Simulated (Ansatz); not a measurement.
## NaCl: relaxation of the atoms with PBE

The system is NaCl.

```
Na Cl
1.0
    -0.03126    3.12573    3.12573
     3.12573   -0.03126    3.12573
     3.09447    3.09447    0.00000
Na Cl
1 1
Cartesian
  1.5472 1.5472 1.5629
  3.0945 3.0945 3.1257
```

The cell was built by a generator and needn't be a form met in nature.

The cell isn't the ideal one: strained by -2 %.

* Program: Ansatz 0.2.0
* Task: relaxation of the atoms
* Functional: PBE
* Potentials or basis: Ansatz PAW
* Cutoff: 420 eV (not typed: the program's choice for these potentials)
* k mesh: 7 × 7 × 7
* Occupations: fermi-dirac, width 0.05 eV
* Spin: no spin polarisation

```json
{"Energy gained by relaxing": "0.3 meV/atom", "Ionic steps": "3", "Pressure after relaxing": "0.0 GPa", "Band gap on the k mesh": "4.83 eV, direct"}
```

Stress tensor (GPa, compression positive):
```
0.02 0.12 0.00
0.12 0.02 0.00
0.00 0.00 0.02
```

The path:
```csv
step,energy change (eV),largest force (eV/Å)
1,0.0000,0.0482
2,-0.0005,0.0234
3,-0.0007,0.0007
```

Final structure:
```
CELL_PARAMETERS angstrom
-0.03126 3.12573 3.12573
3.12573 -0.03126 3.12573
3.09447 3.09447 0.00000
ATOMIC_POSITIONS crystal
Na 0.24785 0.24785 0.25215
Cl 0.50215 0.50215 0.49785
```

Levels at points of the mesh, in eV from the valence-band top:
| k point | band 5 | band 6 | band 7 | band 8 | band 9 | band 10 | band 11 | band 12 |
| --- | --- | --- | --- | --- | --- | --- | --- | --- |
| (0.00, 0.00, 0.00) | -12.10 | -0.05 | -0.02 | 0.00 | 4.83 | 10.90 | 11.01 | 11.12 |

Wall time 5.5 s on 2 threads of Arm Neoverse V2 (shared host), peak memory 0.36 GiB.

Caveat: odd divisions of the mesh miss points on the zone boundary, where band edges often lie, so the gap on the mesh can be too wide; the thresholds are loose for stress. A k mesh can miss the band edges.
